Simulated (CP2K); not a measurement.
CP2K run on CsCl (Pm-3m, 2 atoms in the cell): self-consistent single point

Method: PBE, GPW, DZVP-MOLOPT-SR-GTH basis, GTH-PBE potentials (GTH_POTENTIALS) (CP2K).

The input file:

```
&GLOBAL
  PROJECT scf
  RUN_TYPE ENERGY_FORCE
  PRINT_LEVEL LOW
&END GLOBAL
&FORCE_EVAL
  METHOD Quickstep
  STRESS_TENSOR ANALYTICAL
  &DFT
    BASIS_SET_FILE_NAME BASIS_MOLOPT
    POTENTIAL_FILE_NAME GTH_POTENTIALS
    &QS
      METHOD GPW
      EPS_DEFAULT 1E-10
    &END QS
    &MGRID
      CUTOFF 500
      REL_CUTOFF 60
      NGRIDS 5
    &END MGRID
    &SCF
      SCF_GUESS ATOMIC
      EPS_SCF 1E-6
      MAX_SCF 100
      ADDED_MOS 4
      &DIAGONALIZATION
        ALGORITHM STANDARD
      &END DIAGONALIZATION
      &MIXING
        METHOD BROYDEN_MIXING
        ALPHA 0.2
        NBUFFER 12
      &END MIXING
      &SMEAR ON
        METHOD FERMI_DIRAC
        ELECTRONIC_TEMPERATURE [K] 232.09
      &END SMEAR
    &END SCF
    &KPOINTS
      SCHEME MONKHORST-PACK 4 4 4
      GAMMA_CENTERED T
    &END KPOINTS
    &XC
      &XC_FUNCTIONAL PBE
      &END XC_FUNCTIONAL
    &END XC
    &PRINT
      &MO
        EIGENVALUES T
        OCCUPATION_NUMBERS T
        NDIGITS 8
        FILENAME mo
        &EACH
          QS_SCF 0
        &END EACH
        ADD_LAST NUMERIC
      &END MO
      &MULLIKEN OFF
      &END MULLIKEN
    &END PRINT
  &END DFT
  &SUBSYS
    &CELL
      A 4.14060000 0.00000000 0.00000000
      B 0.00000000 4.14060000 0.00000000
      C 0.00000000 0.00000000 4.14060000
      PERIODIC XYZ
    &END CELL
    &COORD
      SCALED
      Cs       0.00000000     0.00000000     0.00000000
      Cl       0.50000000     0.50000000     0.50000000
    &END COORD
    &KIND Cs
      BASIS_SET DZVP-MOLOPT-SR-GTH
      POTENTIAL GTH-PBE-q9
    &END KIND
    &KIND Cl
      BASIS_SET DZVP-MOLOPT-SR-GTH
      POTENTIAL GTH-PBE-q7
    &END KIND
  &END SUBSYS
  &PRINT
    &FORCES ON
    &END FORCES
    &STRESS_TENSOR ON
    &END STRESS_TENSOR
  &END PRINT
&END FORCE_EVAL
```

Log, with long lists cut:

```
 GLOBAL| Method name                                                        CP2K
 GLOBAL| Project name                                                        scf
 GLOBAL| Run type                                                   ENERGY_FORCE

 TOTAL NUMBERS AND MAXIMUM NUMBERS

  Total number of            - Atomic kinds:                                   2
                             - Atoms:                                          2
                             - Shell sets:                                     2
                             - Shells:                                        11
                             - Primitive Cartesian functions:                 10
                             - Cartesian basis functions:                     29
                             - Spherical basis functions:                     27

  Maximum angular momentum of- Orbital basis functions:                        2
                             - Local part of the GTH pseudopotential:          2
                             - Non-local part of the GTH pseudopotential:      3

 SCF PARAMETERS         Density guess:                                    ATOMIC
                        max_scf:                                             100
                        max_diis:                                              4
                        eps_scf:                                        1.00E-06
                        eps_diis:                                       1.00E-01
                        eps_eigval:                                     1.00E-05
                        level_shift [a.u.]:                             0.000000
                        added MOs                                         4    0
                        Mixing method:                            BROYDEN_MIXING
                                                charge density mixing in g-space
                        Smear method:                                FERMI_DIRAC
                        Electronic temperature [K]:                        232.1
                        Electronic temperature [a.u.]:                  7.35E-04
                        Accuracy threshold:                             1.00E-10
                        No outer SCF

 Extrapolation method: initial_guess

 Number of electrons:                                                         16
 Number of occupied orbitals:                                                  8
 Number of molecular orbitals:                                                12

 Number of orbital functions:                                                 27
 Number of independent orbital functions:                                     27

 SCF WAVEFUNCTION OPTIMIZATION

  Step     Update method      Time    Convergence         Total energy    Change
     1 NoMix/Diag. 0.20E+00      -     2.05609372       -35.3017015071 -3.53E+01
     2 Broy./Diag. 0.20E+00      -     0.04729932       -34.8326635540  4.69E-01
     3 Broy./Diag. 0.20E+00      -     0.10756435       -35.1091173532 -2.76E-01
     4 Broy./Diag. 0.20E+00      -     0.01398558       -35.2673657314 -1.58E-01
     5 Broy./Diag. 0.20E+00      -     0.02352899       -35.2112161565  5.61E-02
     6 Broy./Diag. 0.20E+00      -     0.00449240       -35.2382621005 -2.70E-02
     7 Broy./Diag. 0.20E+00      -     0.00321555       -35.2431341082 -4.87E-03
     8 Broy./Diag. 0.20E+00      -     0.00007809       -35.2464290377 -3.29E-03
     9 Broy./Diag. 0.20E+00      -     0.00016155       -35.2461439510  2.85E-04
    10 Broy./Diag. 0.20E+00      -     0.00000482       -35.2460998792  4.41E-05
    11 Broy./Diag. 0.20E+00      -     0.00000143       -35.2460835081  1.64E-05
    12 Broy./Diag. 0.20E+00      -     0.00000039       -35.2460839597 -4.52E-07

  *** SCF run converged in    12 steps ***

  Electronic density on regular grids:        -16.0000000000        0.0000000000
  Core density on regular grids:               15.9999999981       -0.0000000019
  Total charge density on r-space grids:       -0.0000000019
  Total charge density g-space grids:          -0.0000000019

  Overlap energy of the core charge distribution:               0.00000000000000
  Self energy of the core charge distribution:                -76.02798656344766
  Core Hamiltonian energy:                                     16.08359081010022
  Hartree energy:                                              30.88411506014692
  Exchange-correlation energy:                                 -6.18580326654216
  Electronic entropic energy:                                  -0.00000000000000
  Fermi energy:                                                 0.16105925548433

  Total energy:                                               -35.24608395974268
  Total energy (extrapolated to T->0):                        -35.24608395974268

 ENERGY| Total FORCE_EVAL ( QS ) energy [hartree]            -35.246083258627309

 FORCES| Atomic forces [hartree/bohr]
 FORCES|   Atom     x               y               z               |f|
 FORCES|      1  4.14305382E-12  4.12455826E-12  4.13550570E-12   7.16095547E-12
 FORCES|      2 -6.35429303E-12 -6.33956406E-12 -6.35154472E-12   1.09958734E-11
 FORCES| Sum    -2.21123922E-12 -2.21500580E-12 -2.21603902E-12
 FORCES| Total atomic force                                       3.83492614E-12

 STRESS| Analytical stress tensor [bar]
 STRESS|                        x                   y                   z
 STRESS|      x        7.62677576688E+03   6.94661120497E-06   6.94539744556E-06
 STRESS|      y        6.94661120497E-06   7.62677517744E+03   6.94764840467E-06
 STRESS|      z        6.94539744556E-06   6.94764840467E-06   7.62677727087E+03
 STRESS| 1/3 Trace                                             7.62677607173E+03
```

The run converged in 12 iterations.

The starting cell has typed, rounded lattice constants, without a prior relaxation at this level. Its lattice was rescaled by up to half a per cent. Values carry the incompleteness of an atom-centred basis.
